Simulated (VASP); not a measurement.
# InSe in VASP: settings compared

The runs below take InSe through relaxation of cell and atoms, with PBEsol, PBE+D3(BJ).

All numbers are computed with VASP 6.6.1; they aren't measurements. Logs are shortened: lines on timing, memory, paths and dates and some standing lists are left out, and cuts for length are marked.

### Step 1. The structure

The cell holds a slab with vacuum, 4 atoms: a = 4.000 Å, b = 4.000 Å, c = 23.358 Å, α = 90.00°, β = 90.00°, γ = 120.00°.

### Step 2. Relaxation of cell and atoms, PBEsol

File INCAR:

```
PREC = Accurate ; ENCUT = 600
EDIFF = 1E-6 ; ISMEAR = 0
SIGMA = 0.03 ; LREAL = F
LASPH = T ; NELM = 80
ALGO = Normal ; ISIF = 3
LWAVE = F ; LCHARG = F
GGA = PS ; IBRION = 2
NSW = 90 ; EDIFFG = -0.01
LATTICE_CONSTRAINTS = .TRUE. .TRUE. .FALSE.
```

File KPOINTS:

```
regular mesh
0
Gamma
  9 9 1
```

File POSCAR:

```
InSe
1.0
    4.0000000000      0.0000000000      0.0000000000
   -2.0000000000      3.4641016200      0.0000000000
    0.0000000000      0.0000000000     23.3577120000
Se In
2 2
Direct
    0.0000000000      0.0000000000      0.3853117100
    0.0000000000      0.0000000000      0.6146882900
    0.6666666700      0.3333333300      0.4395483600
    0.6666666700      0.3333333300      0.5603071100
```

Potentials or basis: VASP PAW PBE potentials, release 64 (Se, In_d).

The run is started by

```sh
$ cat potpaw_PBE.64/Se/POTCAR potpaw_PBE.64/In_d/POTCAR > POTCAR
$ mpirun -np 1 vasp_std > vasp.out
```

OUTCAR:

```text
PREC = Accurate
   ENCUT = 600
   EDIFF = 1E-6
   ISMEAR = 0
   LREAL = F
   LASPH = T
   NELM = 80
   ISIF = 3
   GGA = PS
   IBRION = 2
   NSW = 90
   EDIFFG = -0.01

 ion  position               nearest neighbor table
   1  0.000  0.000  0.385-   3 2.63   3 2.63   3 2.63
   2  0.000  0.000  0.615-   4 2.64   4 2.64   4 2.64
   3  0.667  0.333  0.440-   1 2.63   1 2.63   1 2.63   4 2.82
   4  0.667  0.333  0.560-   2 2.64   2 2.64   2 2.64   3 2.82

  LATTYP: Found a hexagonal cell.
 ALAT       =     4.0000000000
 C/A-ratio  =     5.8394280000

  Lattice vectors:

 A1 = (   4.0000000000,   0.0000000000,   0.0000000000)
 A2 = (  -2.0000000000,   3.4641016200,   0.0000000000)
 A3 = (   0.0000000000,   0.0000000000,  23.3577120000)

Analysis of symmetry for initial positions (statically):
=====================================================================
 Subroutine PRICEL returns:
 Original cell was already a primitive cell.

 Routine SETGRP: Setting up the symmetry group for a
 hexagonal supercell.

 Subroutine GETGRP returns: Found  6 space group operations
 (whereof  6 operations were pure point group operations)
 out of a pool of 24 trial point group operations.

The static configuration has the point symmetry C_3v.

Analysis of symmetry for dynamics (positions and initial velocities):
=====================================================================
 Subroutine PRICEL returns:
 Original cell was already a primitive cell.

 Routine SETGRP: Setting up the symmetry group for a
 hexagonal supercell.

 Subroutine GETGRP returns: Found  6 space group operations
 (whereof  6 operations were pure point group operations)
 out of a pool of 24 trial point group operations.

The dynamic configuration has the point symmetry C_3v.

 Subroutine INISYM returns: Found  6 space group operations
 (whereof  6 operations are pure point group operations),
 and found     1 'primitive' translations

----------------------------------------------------------------------------------------

                                     Primitive cell

  volume of cell :     323.6540

  direct lattice vectors                    reciprocal lattice vectors
     4.000000000  0.000000000  0.000000000     0.250000000  0.144337567  0.000000000
    -2.000000000  3.464101620  0.000000000     0.000000000  0.288675134  0.000000000
     0.000000000  0.000000000 23.357712000     0.000000000  0.000000000  0.042812412

  length of vectors
     4.000000000  4.000000004 23.357712000     0.288675134  0.288675134  0.042812412

  position of ions in fractional coordinates (direct lattice)
     0.000000000  0.000000000  0.385311710
     0.000000000  0.000000000  0.614688290
     0.666666670  0.333333330  0.439548360
     0.666666670  0.333333330  0.560307110

  ion indices of the primitive-cell ions
   primitive index   ion index
                 1           1
                 2           2
                 3           3
                 4           4

----------------------------------------------------------------------------------------

 KPOINTS: regular mesh

Automatic generation of k-mesh.
 Grid dimensions read from file:
 generate k-points for:    9    9    1

 Generating k-lattice:

  Cartesian coordinates                     Fractional coordinates (reciprocal lattice)
     0.027777778  0.016037507  0.000000000     0.111111111  0.000000000  0.000000000
     0.000000000  0.032075015  0.000000000     0.000000000  0.111111111  0.000000000
     0.000000000  0.000000000  0.042812412     0.000000000  0.000000000  1.000000000

  Length of vectors
     0.032075015  0.032075015  0.042812412

  Shift w.r.t. Gamma in fractional coordinates (k-lattice)
     0.000000000  0.000000000  0.000000000

 Subroutine IBZKPT returns following result:
 ===========================================

 Found     12 irreducible k-points:

 Following reciprocal coordinates:
            Coordinates               Weight
  0.000000  0.000000  0.000000      1.000000
  0.111111 -0.000000  0.000000      6.000000
  0.222222 -0.000000  0.000000      6.000000
  0.333333 -0.000000  0.000000      6.000000
  0.444444 -0.000000  0.000000      6.000000
  0.111111  0.111111  0.000000      6.000000
  0.222222  0.111111  0.000000     12.000000
  0.333333  0.111111  0.000000     12.000000
  0.444444  0.111111  0.000000      6.000000
  0.222222  0.222222  0.000000      6.000000
  0.333333  0.222222  0.000000     12.000000
  0.333333  0.333333  0.000000      2.000000
   k-points           NKPTS =     12   k-points in BZ     NKDIM =     12   number of bands    NBANDS=     23
   number of dos      NEDOS =    301   number of ions     NIONS =      4
   total plane-waves  NPLWV = 196608
   dimension x,y,z NGX =    32 NGY =   32 NGZ =  192
   dimension x,y,z NGXF=    64 NGYF=   64 NGZF=  384
   ions per type =               2   2
   NGX,Y,Z   is equivalent  to a cutoff of  13.30, 13.30, 13.67 a.u.
   NGXF,Y,Z  is equivalent  to a cutoff of  26.60, 26.60, 27.33 a.u.
 SYSTEM =  unknown system
   PREC   = accura    normal or accurate (medium, high low for compatibility)
   ISTART =      0    job   : 0-new  1-cont  2-samecut
   ICHARG =      2    charge: 1-file 2-atom 10-const
   ISPIN  =      1    spin polarized calculation?
   LNONCOLLINEAR =      F non collinear calculations
   LSORBIT =      F    spin-orbit coupling
   LASPH  =      T    aspherical Exc in radial PAW
   ENCUT  =  600.0 eV  44.10 Ry    6.64 a.u.   7.99  7.99 46.65*2*pi/ulx,y,z
   NELM   =     80;   NELMIN=  2; NELMDL= -5     # of ELM steps
   EDIFF  = 0.1E-05   stopping-criterion for ELM
   LREAL  =      F    real-space projection
   EDIFFG = -.1E-01   stopping-criterion for IOM
   NSW    =     90    number of steps for IOM
   IBRION =      2    ionic relax: 0-MD 1-quasi-New 2-CG
   NFREE  =      1    steps in history (QN), initial steepest desc. (CG)
   ISIF   =      3    stress and relaxation
   ISYM   =      2    0-nonsym 1-usesym 2-fastsym
   POTIM  = 0.5000    time-step for ionic-motion
   TEBEG  =    0.0;   TEEND  =   0.0 temperature during run
   PSTRESS=    0.0 pullay stress
   NELECT =      38.0000    total number of electrons
   NUPDOWN=      -1.0000    fix difference up-down
   EMIN   =  10.00;   EMAX   =-10.00  energy-range for DOS
   EFERMI =   0.00;   METHOD = LEGACY
   ISMEAR =     0;   SIGMA  =   0.03  broadening in eV -4-tet -1-fermi 0-gaus
   EFERMI_NEDOS =   21; number of points for ismear=-14 and -15
   IALGO  =     38    algorithm
   IMIX   =      4    mixing-type and parameters
     AMIX     =   0.40;   BMIX     =  1.00
     AMIX_MAG =   1.60;   BMIX_MAG =  1.00
  volume/ion in A,a.u.               =      80.91       546.03
  Fermi-wavevector in a.u.,A,eV,Ry     =   0.801633  1.514867  8.743320  0.642616
  Thomas-Fermi vector in A             =   1.909157
   LORBIT       =      0    0 simple, 1 ext, 2 COOP (PROOUT), +10 PAW based schemes
   GGA     = PS    functional components
   LHFCALC =     F    Hartree Fock is set to
   AEXX    =    0.0000 exact exchange contribution
   IVDW    =     0    specifies the selected vdW correction
   LEPSILON=     F    determine dielectric tensor
   LRPA    =     F    only Hartree local field effects (RPA)
 conjugate gradient relaxation of ions
 non-spin polarized calculation
 Gauss-broadening in eV      SIGMA  =   0.03
  energy-cutoff  :      600.00
  volume of cell :      323.65
 maximum number of plane-waves:     10842
 NGX is ok and might be reduce to    32
   NGX = 15   NGY = 15   NGZ = 93

--------------------------------------- Ionic step        1  -------------------------------------------

 number of electron      38.0000004 magnetization

 Free energy of the ion-electron system (eV)
  ---------------------------------------------------
  ext. energy  EPLUGINS =         0.00000000
  ---------------------------------------------------
  free energy    TOTEN  =       -15.55191004 eV

  energy without entropy =      -15.55191004  energy(sigma->0) =      -15.55191004

------------------------ aborting loop because EDIFF is reached ----------------------------------------

  FORCE on cell =-STRESS in cart. coord.  units (eV):
  Direction    XX          YY          ZZ          XY          YZ          ZX
  --------------------------------------------------------------------------------------
  -------------------------------------------------------------------------------------
  Total        0.2020614      0.2020614     -0.3896630      0.0000000      0.0000000      0.0000000
  in kB        1.0002601      1.0002601     -1.9289407      0.0000000      0.0000000      0.0000000
  external PRESSURE =       0.0238598 kB  Pullay stress =       0.0000000 kB
[... 95 lines left out ...]
  FREE ENERGIE OF THE ION-ELECTRON SYSTEM (eV)
  ---------------------------------------------------
  free  energy   TOTEN  =       -15.5569237233 eV

  energy  without entropy=      -15.5569237233  energy(sigma->0) =      -15.55692372

[... ionic steps 4 to 8 ...]

--------------------------------------- Ionic step        9  -------------------------------------------

 number of electron      38.0000003 magnetization

------------------------ aborting loop because EDIFF is reached ----------------------------------------

  FORCE on cell =-STRESS in cart. coord.  units (eV):
  Direction    XX          YY          ZZ          XY          YZ          ZX
  --------------------------------------------------------------------------------------
  -------------------------------------------------------------------------------------
  Total        0.0571331      0.0571331     -0.0575985      0.0000000      0.0000000     -0.0000000
  in kB        0.2836013      0.2836013     -0.2859114      0.0000000      0.0000000     -0.0000000
  external PRESSURE =       0.0937637 kB  Pullay stress =       0.0000000 kB
[... 61 lines left out ...]
  energy  without entropy=      -15.5587838386  energy(sigma->0) =      -15.55878384

--------------------------------------- Ionic step       11  -------------------------------------------

 number of electron      38.0000004 magnetization

 Free energy of the ion-electron system (eV)
  ---------------------------------------------------
  ext. energy  EPLUGINS =         0.00000000
  ---------------------------------------------------
  free energy    TOTEN  =       -15.55879130 eV

  energy without entropy =      -15.55879130  energy(sigma->0) =      -15.55879130

 E-fermi :  -2.5369     XC(G=0):  -3.6610

 val. band max:       -2.6837414141   @ k =   0.1111   0.1111   0.0000
 cond. band min:      -1.0477369462   @ k =   0.0000   0.0000   0.0000
 fundamental gap:      1.6360044679
 Fermi energy:        -2.5369415581

 k-point     1 :       0.0000    0.0000    0.0000
  band No.  band energies     occupation
      1     -16.6517      2.00000
      2     -16.4528      2.00000
      3     -16.4528      2.00000
      4     -16.3629      2.00000
      5     -16.3629      2.00000
      6     -16.3541      2.00000
[... 332 lines left out ...]
  FREE ENERGIE OF THE ION-ELECTRON SYSTEM (eV)
  ---------------------------------------------------
  free  energy   TOTEN  =       -15.5587912980 eV

  energy  without entropy=      -15.5587912980  energy(sigma->0) =      -15.55879130

 reached required accuracy - stopping structural energy minimisation
```

It took 6.4 min on 1 thread of AMD EPYC 9R45 (Zen 5), shared host; peak memory 0.53 GiB.

Results:

- Free energy: -15.5588 eV
- Relaxed volume: 80.86 Å³/atom
- Relaxed cell: a = 3.999 Å, b = 3.999 Å, c = 23.358 Å, α = 90.00°, β = 90.00°, γ = 120.00°
- Space group after relaxing (to 0.05 Å): P-6m2 (No. 187)
- Energy gained by relaxing: 1.7 meV/atom
- Ionic steps: 11
- Largest force after relaxing: 0.009 eV/Å
- Band gap on the k mesh: 1.64 eV, indirect (least direct gap 1.71 eV)

Forces in eV/Å, atoms in the order of the input:
```
Se   0.000  0.000  0.005
Se   0.000  0.000 -0.009
In   0.000  0.000 -0.002
In   0.000  0.000  0.006
```

Step by step:
```
step  energy change (eV)  largest force (eV/Å)  pressure (GPa)  volume (Å³)
   1              0.0000                0.3290            0.00       323.65
   2             -0.0049                0.0740           -0.18       325.23
   3             -0.0050                0.0622           -0.16       325.02
   4             -0.0065                0.0352           -0.07       323.28
   5             -0.0066                0.0281            0.00       322.05
   6             -0.0066                0.0300           -0.02       322.41
   7             -0.0066                0.0302           -0.02       322.46
   8             -0.0067                0.0218           -0.01       322.54
   9             -0.0068                0.0252            0.01       322.77
  10             -0.0069                0.0158            0.00       323.01
  11             -0.0069                0.0093           -0.01       323.45
```

Final structure:
```yaml
crystal:
  lattice:
    - [3.99871, 0.00000, 0.00000]
    - [-1.99936, 3.46299, 0.00000]
    - [0.00000, 0.00000, 23.35771]
  atoms:
    - { symbol: Se, position: [0.00000, 0.00000, 0.38555] }
    - { symbol: Se, position: [0.00000, 0.00000, 0.61439] }
    - { symbol: In, position: [0.66667, 0.33333, 0.44058] }
    - { symbol: In, position: [0.66667, 0.33333, 0.55934] }
```

Caveat: the PAW data sets were made with another functional, which shifts forces and pressure a little; spin-orbit coupling is left out, which moves the levels of the heavy elements. As with any semilocal functional, this PBEsol gap is likely too small.

### Step 3. Relaxation of cell and atoms, PBEsol

File INCAR:

```
PREC = Accurate ; ENCUT = 600
EDIFF = 1E-7 ; ISMEAR = 0
SIGMA = 0.03 ; LREAL = F
LASPH = T ; NELM = 80
ALGO = Normal ; ISIF = 3
LWAVE = F ; LCHARG = F
GGA = PS ; IBRION = 2
NSW = 90 ; EDIFFG = -0.005
LATTICE_CONSTRAINTS = .TRUE. .TRUE. .FALSE.
```

KPOINTS is that of step 2.

File POSCAR:

```
InSe                                    
1.0
    3.9987109575      0.0000000000      0.0000000000
   -1.9993554787      3.4629852764      0.0000000000
    0.0000000000      0.0000000000     23.3577120000
  Se              In            
     2     2
Direct
     1.0000000000000000    1.0000000000000000    0.3855545591704597
     1.0000000000000000    0.0000000000000000    0.6143874302972783
     0.6666666699999979    0.3333333300000021    0.4405775411715629
     0.6666666699999979    0.3333333300000021    0.5593359393606988
```

Potentials or basis: VASP PAW PBE potentials, release 64 (Se, In_d).

The run is started by

```sh
$ cat potpaw_PBE.64/Se/POTCAR potpaw_PBE.64/In_d/POTCAR > POTCAR
$ mpirun -np 1 vasp_std > vasp.out
```

OUTCAR:

```text
PREC = Accurate
   ENCUT = 600
   EDIFF = 1E-7
   ISMEAR = 0
   LREAL = F
   LASPH = T
   NELM = 80
   ISIF = 3
   GGA = PS
   IBRION = 2
   NSW = 90
   EDIFFG = -0.005

 ion  position               nearest neighbor table
   1  0.000  0.000  0.386-   3 2.64   3 2.64   3 2.64
   2  0.000  0.000  0.614-   4 2.64   4 2.64   4 2.64
   3  0.667  0.333  0.441-   1 2.64   1 2.64   1 2.64   4 2.77
   4  0.667  0.333  0.559-   2 2.64   2 2.64   2 2.64   3 2.77

  LATTYP: Found a hexagonal cell.
 ALAT       =     3.9987109575
 C/A-ratio  =     5.8413104243

  Lattice vectors:

 A1 = (   3.9987109575,   0.0000000000,   0.0000000000)
 A2 = (  -1.9993554787,   3.4629852764,   0.0000000000)
 A3 = (   0.0000000000,   0.0000000000,  23.3577120000)

Analysis of symmetry for initial positions (statically):
=====================================================================
 Subroutine PRICEL returns:
 Original cell was already a primitive cell.

 Routine SETGRP: Setting up the symmetry group for a
 hexagonal supercell.

 Subroutine GETGRP returns: Found  6 space group operations
 (whereof  6 operations were pure point group operations)
[... 146 lines left out ...]

--------------------------------------- Ionic step        1  -------------------------------------------

 number of electron      38.0000004 magnetization

 Free energy of the ion-electron system (eV)
  ---------------------------------------------------
  ext. energy  EPLUGINS =         0.00000000
  ---------------------------------------------------
  free energy    TOTEN  =       -15.55878420 eV

  energy without entropy =      -15.55878420  energy(sigma->0) =      -15.55878420

------------------------ aborting loop because EDIFF is reached ----------------------------------------

  FORCE on cell =-STRESS in cart. coord.  units (eV):
  Direction    XX          YY          ZZ          XY          YZ          ZX
  --------------------------------------------------------------------------------------
  -------------------------------------------------------------------------------------
  Total       -0.0390618     -0.0390618     -0.0358897     -0.0000000      0.0000000     -0.0000000
  in kB       -0.1934915     -0.1934915     -0.1777784     -0.0000000      0.0000000     -0.0000000
  external PRESSURE =      -0.1882538 kB  Pullay stress =       0.0000000 kB
[... 139 lines left out ...]
--------------------------------------- Ionic step        5  -------------------------------------------

 number of electron      38.0000004 magnetization

 Free energy of the ion-electron system (eV)
  ---------------------------------------------------
  ext. energy  EPLUGINS =         0.00000000
  ---------------------------------------------------
  free energy    TOTEN  =       -15.55880314 eV

  energy without entropy =      -15.55880314  energy(sigma->0) =      -15.55880314

 E-fermi :  -2.5340     XC(G=0):  -3.6659

 val. band max:       -2.6818992873   @ k =   0.1111   0.1111   0.0000
 cond. band min:      -1.0417679894   @ k =   0.0000   0.0000   0.0000
 fundamental gap:      1.6401312979
 Fermi energy:        -2.5339657687

 k-point     1 :       0.0000    0.0000    0.0000
  band No.  band energies     occupation
      1     -16.6478      2.00000
      2     -16.4492      2.00000
      3     -16.4492      2.00000
      4     -16.3597      2.00000
      5     -16.3596      2.00000
      6     -16.3505      2.00000
[... 332 lines left out ...]
  FREE ENERGIE OF THE ION-ELECTRON SYSTEM (eV)
  ---------------------------------------------------
  free  energy   TOTEN  =       -15.5588031409 eV

  energy  without entropy=      -15.5588031409  energy(sigma->0) =      -15.55880314

 reached required accuracy - stopping structural energy minimisation
```

Wall time 3.8 min (1 thread of AMD EPYC 9R45 (Zen 5), shared host); peak memory 0.52 GiB.

What came out:

```yaml
Free_energy: -15.5588 eV
Relaxed_volume: 80.80 Å³/atom
Relaxed_cell: a = 3.997 Å, b = 3.997 Å, c = 23.358 Å, α = 90.00°, β = 90.00°, γ = 120.00°
Space_group_after_relaxing_to_0.05_Å: P-6m2 (No. 187)
Energy_gained_by_relaxing: 0.0 meV/atom
Ionic_steps: 5
Band_gap_on_the_k_mesh: 1.64 eV, indirect (least direct gap 1.72 eV)
```

Forces on the atoms (eV/Å):
```
Se   0.000  0.000  0.000
Se   0.000  0.000 -0.001
In   0.000  0.000  0.002
In   0.000  0.000 -0.002
```

Final structure:
```
Se In
1.0
     3.99718    0.00000    0.00000
    -1.99859    3.46166    0.00000
     0.00000    0.00000   23.35771
Se In
2 2
Direct
  0.00000 0.00000 0.38556
  0.00000 0.00000 0.61437
  0.66667 0.33333 0.44059
  0.66667 0.33333 0.55934
```

Caveat: the PAW data sets were made with another functional, which shifts forces and pressure a little; spin-orbit coupling is left out, which moves the levels of the heavy elements. As with any semilocal functional, this PBEsol gap is likely too small.

[end of part 1 of 2]
